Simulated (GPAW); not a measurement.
# SiC (Moissanite) (P6_3mc) in GPAW: a series of runs

The runs below take SiC (Moissanite) through dielectric tensor, optical spectrum, energy-loss spectrum, with PBE.

Program: GPAW 26.7.0. These are calculated values, not measurements. Logs are shortened: lines on timing, memory, paths and dates and some standing lists are left out, and cuts for length are marked. The log counts tension as positive stress, the text compression.

### Step 1. The undisturbed crystal

The structure is hexagonal, space group P6_3mc (No. 186). Conventional cell: a = 3.076 Å, b = 3.076 Å, c = 5.048 Å, α = 90.00°, β = 90.00°, γ = 120.00°. Si (site symmetry 3m) is surrounded by 4 C at 1.87 to 1.94 Å. C (site symmetry 3m) is surrounded by 4 Si at 1.87 to 1.94 Å.

### Step 2. Dielectric tensor, PBE (atoms moved at random, drawn with an rms of 0.02 Å)

run.py

```python
import numpy as np
from ase.dft.bandgap import bandgap
from ase.io import read, write
from gpaw import GPAW, PW
from gpaw.response.df import DielectricFunction

atoms = read('SiC.cif')

calc = GPAW(mode=PW(550),
            xc='PBE',
            kpts={'size': (8, 8, 4), 'gamma': True},
            occupations={'name': 'fermi-dirac', 'width': 0.001},
            nbands=18,
            convergence={'density': 1e-06},
            maxiter=150,
            txt='gpaw.txt')
atoms.calc = calc
energy = atoms.get_potential_energy()
calc.write('gs.gpw')
write('result.traj', atoms)
print(f'Energy: {energy:.6f} eV')
print('Fermi level:', round(calc.get_fermi_level(), 4), 'eV')
print(f'Gap: {bandgap(calc)[0]:.4f} eV, direct: {bandgap(calc, direct=True)[0]:.4f} eV')

for size in [(9, 9, 5), (12, 12, 7)]:
    name = 'x'.join(str(n) for n in size)
    dense = calc.fixed_density(kpts={'size': size, 'gamma': True},
                               nbands=46, convergence={'bands': 40},
                               update_fermi_level=True, txt=f'dense-{name}.txt')
    dense.write(f'{name}.gpw', mode='all')
    df = DielectricFunction(f'{name}.gpw', frequencies=np.array([0.0]), hilbert=False, eta=0.001,
                            ecut=80, nbands=40, intraband=False, txt=f'df-{name}.txt')
    for xc in ['RPA', 'LR0.1', 'Bootstrap']:
        for direction in ['x', 'y', 'z', [0, 1, 1], [1, 0, 1], [1, 1, 0]]:
            e0, e = df.get_macroscopic_dielectric_constant(xc=xc, direction=direction)
            print(f'{name} {xc} {direction}: {e0:.4f} without, {e:.4f} with local fields')
```

SiC.cif

```cif
data_SiC
_cell_length_a 3.07600000
_cell_length_b 3.07600000
_cell_length_c 5.04800000
_cell_angle_alpha 90.00000000
_cell_angle_beta 90.00000000
_cell_angle_gamma 120.00000000
_space_group_name_H-M_alt 'P1'
_space_group_name_Hall 'P 1'
_space_group_IT_number 1
loop_
_space_group_symop_operation_xyz
'x,y,z'
loop_
_atom_site_label
_atom_site_type_symbol
_atom_site_symmetry_multiplicity
_atom_site_Wyckoff_symbol
_atom_site_fract_x
_atom_site_fract_y
_atom_site_fract_z
_atom_site_occupancy
Si1 Si 1 a 0.6602650000 0.3315450000 0.4987880000 1
Si2 Si 1 a 0.3293740000 0.6624680000 -0.0053180000 1
C1 C 1 a 0.6662340000 0.3402540000 0.8850980000 1
C2 C 1 a 0.3350740000 0.6623020000 0.3860240000 1
```

Potentials or basis: GPAW PAW data sets (gpaw-data 1.2.1), pw.

Run with:

```console
$ OMP_NUM_THREADS=1 python run.py
```

gpaw.txt:

```text
__  _  _
 | _ |_)|_||  |
 |__||  | ||/\| - 26.7.0

Input parameters:
  mode=PW(ecut=550.0),
  convergence={'density': 1e-06},
  kpts=MonkhorstPack(size=(8, 8, 4), gamma=True),
  maxiter=150,
  nbands=18,
  occupations=Occupations(name='fermi-dirac', width=0.001),
  xc=XC(name='PBE')

Diagonalizing LCAO Hamiltonian
Converting LCAO to pw mode

        Si
           C

        C  Si

Atoms  # Å, Bohr magnetons
|   | symbol |         x |        y |        z |    initial magnetic moments |
|---|--------|-----------|----------|----------|-----------------------------|
| 0 |     Si |  1.521059 | 0.883201 | 2.517882 | ( 0.0000,  0.0000,  0.0000) |
| 1 |     Si | -0.005721 | 1.764745 | 5.021155 | ( 0.0000,  0.0000,  0.0000) |
| 2 |      C |  1.526025 | 0.906401 | 4.467975 | ( 0.0000,  0.0000,  0.0000) |
| 3 |      C |  0.012067 | 1.764302 | 1.948649 | ( 0.0000,  0.0000,  0.0000) |

Unit cell  # Å
| periodic |         x |        y |        z |  lengths |     angles |
|----------|-----------|----------|----------|----------|------------|
|      yes |  3.076000 | 0.000000 | 0.000000 | 3.076000 |  90.000000 |
|      yes | -1.538000 | 2.663894 | 0.000000 | 3.076000 |  90.000000 |
|      yes |  0.000000 | 0.000000 | 5.048000 | 5.048000 | 120.000000 |

Number of symmetries: 1
Symmetry operations  # r_c * U_cc + t_c -> r_c
|   | kind |            matrix            |
|---|------|------------------------------|
| 0 |  E   |  1, 0, 0,  0, 1, 0,  0, 0, 1 |

BZ-sampling:
  Number of BZ points: 256
  Number of IBZ points: 132

  Monkhorst-Pack size: [8, 8, 4]
  Monkhorst-Pack shift: [0.0625, 0.0625, 0.125]

K-points  # in reciprocal-cell coordinates
|     |                                coordinates |     weight |
|-----|--------------------------------------------|------------|
|   0 | (  0.00000000,   0.00000000,   0.00000000) | 0.00390625 |
|   1 | (  0.00000000,   0.00000000,   0.25000000) | 0.00781250 |
|   2 | (  0.00000000,   0.00000000,   0.50000000) | 0.00390625 |
|   3 | (  0.00000000,   0.12500000,  -0.25000000) | 0.00781250 |
|   4 | (  0.00000000,   0.12500000,   0.00000000) | 0.00781250 |
|   5 | (  0.00000000,   0.12500000,   0.25000000) | 0.00781250 |
|   6 | (  0.00000000,   0.12500000,   0.50000000) | 0.00781250 |
|   7 | (  0.00000000,   0.25000000,  -0.25000000) | 0.00781250 |
|   8 | (  0.00000000,   0.25000000,   0.00000000) | 0.00781250 |
|   9 | (  0.00000000,   0.25000000,   0.25000000) | 0.00781250 |
| ... |                                            |            |
| 131 | (  0.50000000,   0.50000000,   0.50000000) | 0.00390625 |

Plane wave coefficients: 1236
Cutoff: 550.0 eV

Spin-components: 1 (collinear spins)
Bands:           18
Projectors:      20
Spin-degeneracy: 2
Datatype:        complex128

Density:
  Valence electrons: 16.0
  Components: 1
  Grid points: [18 18 28]
  Charge: 0.0  # |e|

Potential:
  Grid points: [18 18 28]

species:
  Si:
    name:    Silicon
    Z:       14.0
    valence: 4
    core:    10
    charge:  0.0  # [|e|]
    compensation charges:
      type: gauss
      rc: 0.33  # [Å]
      lmax: 2
    cutoffs:
      filter: 1.86  # [Å]
      core: 2.06  # [Å]
    projectors
    | kind |    occ | energy [eV] | rcut [Å] |
    |------|--------|-------------|----------|
    |   3s |  2.000 |     -10.812 |    1.058 |
    |   3p |  2.000 |      -4.081 |    1.058 |
    |    s |        |      16.399 |    1.058 |
    |    p |        |      23.130 |    1.058 |
    |    d |        |       0.000 |    1.058 |

    Using partial waves for Si as LCAO basis

  C:
    name:    Carbon
    Z:       6.0
    valence: 4
    core:    2
    charge:  0.0  # [|e|]
    compensation charges:
      type: gauss
      rc: 0.20  # [Å]
      lmax: 2
    cutoffs:
      filter: 1.14  # [Å]
      core: 1.14  # [Å]
    projectors
    | kind |    occ | energy [eV] | rcut [Å] |
    |------|--------|-------------|----------|
    |   2s |  2.000 |     -13.751 |    0.635 |
    |   2p |  2.000 |      -5.284 |    0.635 |
    |    s |        |      13.461 |    0.635 |
    |    p |        |      21.927 |    0.635 |
    |    d |        |       0.000 |    0.635 |

    Using partial waves for C as LCAO basis

Reference energy: -17827.944731  # eV

eigensolver:
  PPCG
  Converge bands: occupied
  niter=2

density mixing:
  MSR1-Mixer
  Pratt-step length: 0.05
  Maximum mixing coefficient: 0.75
  Old densities: 10
  SVD Regularization: 0.005
  Good broyden scale: 1.0
  Trust region scale: 1.0
  Backstep threshold: 4.0
  History deletion threshold: 6.0
  Fourier metric: weight=20.0, sigma=0.015

occupation numbers:
  Fermi-Dirac:
    width: 0.0010  # eV

poisson solver:
  ecut: 4400.0  # eV

xc functional:
  name: PBE with 2 nearest neighbor stencil

convergence criteria:
- Maximum integral of absolute [dens]ity change: 1e-06 electrons / valence electron
- Maximum [total energy] change in last 3 cyles: 0.0005 eV / valence electron
- Maximum integral of absolute [eigenst]ate change: 4e-08 eV^2 / valence electron
maximum number of iterations: 150

SCF iterations
|iter     | |      energy | eigst |  dens |
|---------|-|-------------|-------|-------|
|iter:   1| |  -33.112579 | -0.14 |       |
|iter:   2| |  -32.355080 | -2.25 | -0.56 |
|iter:   3| |  -29.815272 | -0.92 | -0.61 |
|iter:   4| |  -29.826020 | -2.82 | -1.32 |
|iter:   5| |  -29.832585 | -3.47 | -1.69 |
|iter:   6| |  -29.832717c| -5.36 | -2.67 |
|iter:   7| |  -29.832725c| -6.30 | -3.26 |
|iter:   8| |  -29.832724c| -7.19 | -3.79 |
|iter:   9| |  -29.832724c| -8.63c| -4.27 |
|iter:  10| |  -29.832724c| -8.39c| -4.94 |
|iter:  11| |  -29.832724c| -9.29c| -5.51 |
|iter:  12| |  -29.832724c|-10.26c| -6.05c|

Converged in 12 steps
Energy contributions relative to reference atoms: (reference = -17827.944731)

Energy contributions:
  Kinetic:          32.984085
  Coulomb:         -27.576265
  Zero:             -0.042444
  External:          0.000000
  Xc:              -35.198100
  Entropy:          -0.000000
  Spinorbit:         0.000000
  ----------------------------
  Free energy:     -29.832724
  Extrapolated:    -29.832724

dipole moment: (-0.090293, -0.046076, 12.582100)  # |e|*Ang

Fermi level: 10.158
Eigenvalues  # (at kpt = [0.000, 0.000, 0.000])
| band index |      eig [eV] | occ [0-2] |
|------------|---------------|-----------|
|          0 |        -7.190 |     2.000 |
|          1 |        -3.707 |     2.000 |
|          2 |        -0.090 |     2.000 |
|          3 |         6.826 |     2.000 |
|          4 |         7.063 |     2.000 |
|          5 |         8.156 |     2.000 |
[... 8 lines left out ...]
|         14 |        17.368 |     0.000 |
|         15 |        19.773 |     0.000 |
|        ... |               |           |
|         17 |        20.144 |     0.000 |

Gap: 2.434 eV
Transition (v -> c):
  (s=0, k=0, n=7, [0.00, 0.00, 0.00]) -> (s=0, k=15, n=8, [0.00, 0.50, 0.00])
Direct/indirect transitions are different
Direct gap: 4.062 eV
Transition at: (s=0, k=129, n=7, [0.50, 0.50, 0.00])
# Writing to gs.gpw (mode='')
```

Run time: 19 min. Hardware: 1 thread of Arm Neoverse V1, shared host; peak memory 1.2 GiB.

What came out:

```yaml
Free_energy: -29.8327 eV
Band_gap_on_the_k_mesh: 2.43 eV, indirect (least direct gap 4.06 eV)
Electronic_dielectric_tensor_diagonal: 6.52, 6.55, 7.13
```

Electronic dielectric tensor:
```
6.52 0.01 0.00
0.01 6.55 0.00
0.00 0.00 7.13
```

Caveat: the long-wavelength limit can be off by a per cent or two; an odd mesh through Γ misses points on the zone boundary, where band edges often lie.

### Step 3. Optical spectrum, PBE (atoms moved at random, drawn with an rms of 0.02 Å)

run.py

```python
from ase.dft.bandgap import bandgap
from ase.io import read, write
from gpaw import GPAW, PW
from gpaw.response.df import DielectricFunction

atoms = read('SiC.cif')

calc = GPAW(mode=PW(550),
            xc='PBE',
            kpts={'size': (8, 8, 4), 'gamma': True},
            occupations={'name': 'fermi-dirac', 'width': 0.001},
            nbands=18,
            convergence={'density': 1e-06},
            maxiter=150,
            txt='gpaw.txt')
atoms.calc = calc
energy = atoms.get_potential_energy()
calc.write('gs.gpw')
write('result.traj', atoms)
print(f'Energy: {energy:.6f} eV')
print('Fermi level:', round(calc.get_fermi_level(), 4), 'eV')
print(f'Gap: {bandgap(calc)[0]:.4f} eV, direct: {bandgap(calc, direct=True)[0]:.4f} eV')

dense = calc.fixed_density(kpts={'size': (11, 11, 6), 'gamma': True},
                           nbands=62, convergence={'bands': 56},
                           update_fermi_level=True, txt='dense.txt')
dense.write('dense.gpw', mode='all')

df = DielectricFunction('dense.gpw', frequencies={'type': 'nonlinear', 'domega0': 0.05, 'omega2': 10},
                        eta=0.15, ecut=60, nbands=56, eshift=0.5, intraband=False, txt='df.txt')
for direction in ['x', 'y', 'z']:
    df.get_dielectric_function(xc='RPA', direction=direction, filename=f'df_{direction}.csv')
    e0, e = df.get_macroscopic_dielectric_constant(xc='RPA', direction=direction)
    print(f'{direction}: static eps {e0:.4f} without, {e:.4f} with local fields')
```

SiC.cif is that of step 2.

Potentials or basis: GPAW PAW data sets (gpaw-data 1.2.1), pw.

Run with:

```console
$ OMP_NUM_THREADS=1 python run.py
```

gpaw.txt:

```text
__  _  _
 | _ |_)|_||  |
 |__||  | ||/\| - 26.7.0

Input parameters:
  mode=PW(ecut=550.0),
  convergence={'density': 1e-06},
  kpts=MonkhorstPack(size=(8, 8, 4), gamma=True),
  maxiter=150,
  nbands=18,
  occupations=Occupations(name='fermi-dirac', width=0.001),
  xc=XC(name='PBE')

Diagonalizing LCAO Hamiltonian
Converting LCAO to pw mode

        Si
           C

        C  Si

Atoms  # Å, Bohr magnetons
|   | symbol |         x |        y |        z |    initial magnetic moments |
|---|--------|-----------|----------|----------|-----------------------------|
| 0 |     Si |  1.521059 | 0.883201 | 2.517882 | ( 0.0000,  0.0000,  0.0000) |
| 1 |     Si | -0.005721 | 1.764745 | 5.021155 | ( 0.0000,  0.0000,  0.0000) |
| 2 |      C |  1.526025 | 0.906401 | 4.467975 | ( 0.0000,  0.0000,  0.0000) |
| 3 |      C |  0.012067 | 1.764302 | 1.948649 | ( 0.0000,  0.0000,  0.0000) |

Unit cell  # Å
| periodic |         x |        y |        z |  lengths |     angles |
|----------|-----------|----------|----------|----------|------------|
|      yes |  3.076000 | 0.000000 | 0.000000 | 3.076000 |  90.000000 |
|      yes | -1.538000 | 2.663894 | 0.000000 | 3.076000 |  90.000000 |
|      yes |  0.000000 | 0.000000 | 5.048000 | 5.048000 | 120.000000 |

Number of symmetries: 1
Symmetry operations  # r_c * U_cc + t_c -> r_c
|   | kind |            matrix            |
|---|------|------------------------------|
| 0 |  E   |  1, 0, 0,  0, 1, 0,  0, 0, 1 |

BZ-sampling:
  Number of BZ points: 256
  Number of IBZ points: 132
[... 101 lines left out ...]
  Trust region scale: 1.0
  Backstep threshold: 4.0
  History deletion threshold: 6.0
  Fourier metric: weight=20.0, sigma=0.015

occupation numbers:
  Fermi-Dirac:
    width: 0.0010  # eV

poisson solver:
  ecut: 4400.0  # eV

xc functional:
  name: PBE with 2 nearest neighbor stencil

convergence criteria:
- Maximum integral of absolute [dens]ity change: 1e-06 electrons / valence electron
- Maximum [total energy] change in last 3 cyles: 0.0005 eV / valence electron
- Maximum integral of absolute [eigenst]ate change: 4e-08 eV^2 / valence electron
maximum number of iterations: 150

SCF iterations
|iter     | |      energy | eigst |  dens |
|---------|-|-------------|-------|-------|
|iter:   1| |  -33.112579 | -0.14 |       |
|iter:   2| |  -32.355080 | -2.25 | -0.56 |
|iter:   3| |  -29.815272 | -0.92 | -0.61 |
|iter:   4| |  -29.826020 | -2.82 | -1.32 |
|iter:   5| |  -29.832585 | -3.47 | -1.69 |
|iter:   6| |  -29.832717c| -5.36 | -2.67 |
|iter:   7| |  -29.832725c| -6.30 | -3.26 |
|iter:   8| |  -29.832724c| -7.19 | -3.79 |
|iter:   9| |  -29.832724c| -8.63c| -4.27 |
|iter:  10| |  -29.832724c| -8.39c| -4.94 |
|iter:  11| |  -29.832724c| -9.29c| -5.51 |
|iter:  12| |  -29.832724c|-10.26c| -6.05c|

Converged in 12 steps
Energy contributions relative to reference atoms: (reference = -17827.944731)

Energy contributions:
  Kinetic:          32.984085
  Coulomb:         -27.576265
  Zero:             -0.042444
  External:          0.000000
  Xc:              -35.198100
  Entropy:          -0.000000
  Spinorbit:         0.000000
  ----------------------------
  Free energy:     -29.832724
  Extrapolated:    -29.832724

dipole moment: (-0.090293, -0.046076, 12.582100)  # |e|*Ang

Fermi level: 10.158
Eigenvalues  # (at kpt = [0.000, 0.000, 0.000])
| band index |      eig [eV] | occ [0-2] |
|------------|---------------|-----------|
|          0 |        -7.190 |     2.000 |
|          1 |        -3.707 |     2.000 |
|          2 |        -0.090 |     2.000 |
|          3 |         6.826 |     2.000 |
|          4 |         7.063 |     2.000 |
|          5 |         8.156 |     2.000 |
[... 8 lines left out ...]
|         14 |        17.368 |     0.000 |
|         15 |        19.773 |     0.000 |
|        ... |               |           |
|         17 |        20.144 |     0.000 |

Gap: 2.434 eV
Transition (v -> c):
  (s=0, k=0, n=7, [0.00, 0.00, 0.00]) -> (s=0, k=15, n=8, [0.00, 0.50, 0.00])
Direct/indirect transitions are different
Direct gap: 4.062 eV
Transition at: (s=0, k=129, n=7, [0.50, 0.50, 0.00])
# Writing to gs.gpw (mode='')
```

stdout:

```text
Energy: -29.832724 eV
Fermi level: 10.1582 eV
Gap: 2.4335 eV, direct: 4.0617 eV
x: static eps 6.6468 without, 6.2680 with local fields
y: static eps 6.6793 without, 6.2976 with local fields
z: static eps 7.2372 without, 6.8812 with local fields
```

It took 16 min on 1 thread of Arm Neoverse V1, shared host; peak memory 0.93 GiB.

Results:

- Free energy: -29.8327 eV
- Band gap on the k mesh: 2.43 eV, indirect (least direct gap 4.06 eV)

Dielectric function (mean over the directions given):
```tsv
energy (eV)	real part	imaginary part
0.25	6.49	0.01
0.67	6.52	0.02
1.15	6.61	0.03
1.66	6.74	0.05
2.18	6.96	0.07
2.66	7.23	0.10
3.17	7.62	0.14
3.56	8.03	0.18
4.03	8.70	0.26
4.51	9.75	0.43
5.01	11.76	1.12
5.53	13.17	4.20
6.07	14.62	6.63
6.55	14.20	14.87
6.87	6.90	15.62
7.38	3.70	13.73
7.90	2.17	14.49
8.43	-0.99	11.13
8.89	-2.64	9.70
9.47	-2.08	8.98
9.76	-3.32	8.21
10.26	-4.04	5.92
10.78	-3.16	4.36
11.31	-2.37	4.37
11.85	-2.72	3.60
12.30	-2.22	3.29
12.77	-2.78	3.04
13.24	-2.36	2.13
13.72	-1.91	1.97
14.22	-1.95	1.91
14.73	-1.78	1.49
15.26	-1.52	1.38
15.80	-1.44	1.16
16.21	-1.24	0.99
16.78	-1.14	0.89
17.36	-1.00	0.70
17.96	-0.77	0.60
18.58	-0.66	0.54
19.22	-0.57	0.42
19.87	-0.38	0.37
```

Caveat: the long-wavelength limit can be off by a per cent or two; spectra need much finer meshes, so this one isn't converged; independent-particle spectra lack excitons; an odd mesh through Γ misses points on the zone boundary, where band edges often lie.

[end of part 1 of 2]
